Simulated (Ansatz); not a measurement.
Phases of Si2Mo at 160 GPa

Structure types of Si2Mo are relaxed in primitive cells with their symmetry kept at 160 GPa, first on PAW files, then by LAPW. The enthalpy is E + pV at zero temperature, without zero-point motion. Only the types listed were tried, and differences under about 5 meV/atom are mesh noise. The real phase may be another.

All numbers are PBE results (scalar-relativistic) from Ansatz 0.2.0, with Fermi–Dirac smearing of 0.08 eV, no spin polarisation. Methods: LAPW: all electrons, basis error target 0.5 meV/atom; PAW: frozen-core files, cutoff 420 eV.

k meshes: MoSi2 16×16×16, fluorite 11×11×11, AlB2 10×10×8.

```csv
start type,ends as,"a, b, c (Å)",V (Å³/atom),"H − H(lowest), LAPW (meV/atom)"
MoSi2,"MoSi2, I4/mmm","2.821, 2.821, 7.127",9.45,0.0
fluorite,"fluorite, Fm-3m","5.005, 5.005, 5.005",10.45,?
AlB2,"AlB2, P6/mmm","3.737, 3.737, 2.347",9.46,?
```

**Question.** Fill in "H − H(lowest), LAPW (meV/atom)" for the row "fluorite".

**Answer.** 2437.7.

**Question.** What belongs in the row "AlB2", column "H − H(lowest), LAPW (meV/atom)"?

**Answer.** 752.1.

**Question.** Split the lead of MoSi2 over AlB2 into energy and pV.

**Answer.** For AlB2 less MoSi2: ΔE = +746.0 meV/atom, and p·ΔV = 160 GPa × +0.0062 Å³ × 6.242 meV/(GPa·Å³) = +6.2 meV/atom, together 752.2 meV/atom. MoSi2 wins on both counts.
